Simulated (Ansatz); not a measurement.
Write the native input for Ansatz 0.2.0 that does the following.

```yaml
Task: band structure
Functional: LDA
Potentials_or_basis: all-electron LAPW, scalar-relativistic
Cutoff: 190 eV (chosen from the basis error)
Basis_error_allowed: 0.001 eV/atom
k_mesh: 12 × 12 × 11
Occupations: fermi-dirac, width 0.05 eV
Spin: no spin polarisation
```

The system is Si.

```
Si
1.0
     2.62054    0.00000    0.00000
    -1.31027    2.26946    0.00000
     0.00000    0.00000    2.46635
Si
1
Direct
  0.00000 0.00000 0.00000
```

This isn't the form of Si at room conditions, which is diamond.

The input as run:

input.yaml

```yaml
crystal:
  lattice:
    - [2.6205428149, 0.0, 0.0]
    - [-1.3102714075, 2.2694566494, 0.0]
    - [0.0, 0.0, 2.46635439]
  atoms:
    - { symbol: Si, position: [0.0, 0.0, 0.0] }
kpoints:
  mp_grid: { grid: [12, 12, 11] }
  band_path:
    path:
      - [0.0, 0.0, 0.0]
      - [0.5, 0.0, 0.0]
      - [0.3333333333, 0.3333333333, 0.0]
      - [0.0, 0.0, 0.0]
      - [0.0, 0.0, 0.5]
      - [0.5, 0.0, 0.5]
      - [0.3333333333, 0.3333333333, 0.5]
      - [0.0, 0.0, 0.5]
    npoints: 6
scf:
  occupations: { method: fermi_dirac, width: 0.05 }
hamiltonian:
  xc: lda
  pseudopotentials: { kind: all_electron, lapw: { basis_error: 0.001 } }
output:
  forces: true
  stress: true
  eigenvalues: true
```

Potentials or basis: all-electron LAPW, scalar-relativistic.

Launch:

```console
$ ansatz run input.yaml --threads 1 --pin off --max-ram 3072MiB --backend cpu --events-out ev --progress --plain --runs-dir out
```

It gave:

| Item | Value |
| --- | --- |
| Pressure | -1.0 GPa |
| Band gap along the path | none (metal or under the smearing width) |

Run time: 4.6 s on 1 thread of AMD EPYC 7R43 64-Core Processor (Zen 3), on a shared host, peak memory 0.26 GiB.
